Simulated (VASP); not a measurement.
## GaN: relaxation of cell and atoms with r2SCAN

Crystal: GaN.

```xyz
2
Lattice="0.0000 2.2535 2.2535 2.2535 0.0000 2.2535 2.2535 2.2535 0.0000" Properties=species:S:1:pos:R:3 pbc="T T T"
Ga    0.0000    0.0000    0.0000
N     3.3803    3.3803    3.3803
```

The cell is a database's computed one.

* Program: VASP 6.6.1
* Task: relaxation of cell and atoms
* Functional: r2SCAN
* Potentials or basis: VASP PAW PBE potentials, release 64 (Ga_d, N)
* Cutoff: 600 eV
* k mesh: 10 × 10 × 10
* Occupations: gaussian, width 0.03 eV
* Spin: no spin polarisation
* Further INCAR settings: ALGO = Normal; EDIFF = 1e-06; IBRION = 2; EDIFFG = -0.01; NSW = 90; ISIF = 3

```json
{"Pressure after relaxing": "0.0 GPa", "Band gap on the k mesh": "2.12 eV, direct"}
```

Final structure:
```
Ga N
1.0
     0.00000    2.25350    2.25350
     2.25350    0.00000    2.25350
     2.25350    2.25350    0.00000
Ga N
1 1
Cartesian
  0.0000 0.0000 0.0000
  3.3803 3.3803 3.3803
```

Levels at points of the mesh, in eV from the valence-band top:
```
           k point  band 6  band 7  band 8  band 9  band 10  band 11  band 12  band 13
(0.00, 0.00, 0.00)  -13.48    0.00    0.00    0.00     2.12    11.00    11.00    11.00
(0.50, 0.00, 0.00)  -12.35   -7.16   -1.00   -1.00     5.16     9.44    11.00    11.00
(0.50, 0.50, 0.00)  -11.97   -6.22   -2.78   -2.78     3.77     7.24    12.58    14.94
```

Wall time 100 s on 1 thread of Intel(R) Xeon(R) Platinum 8375C CPU @ 2.90GHz (Ice Lake) (shared host), peak memory 0.17 GiB.

Caveat: the relaxation stopped at its first step, so nothing moved; the PAW data sets were made with another functional, which shifts forces and pressure a little. r2SCAN opens gaps a little over a GGA but as a rule still falls short of measured ones.
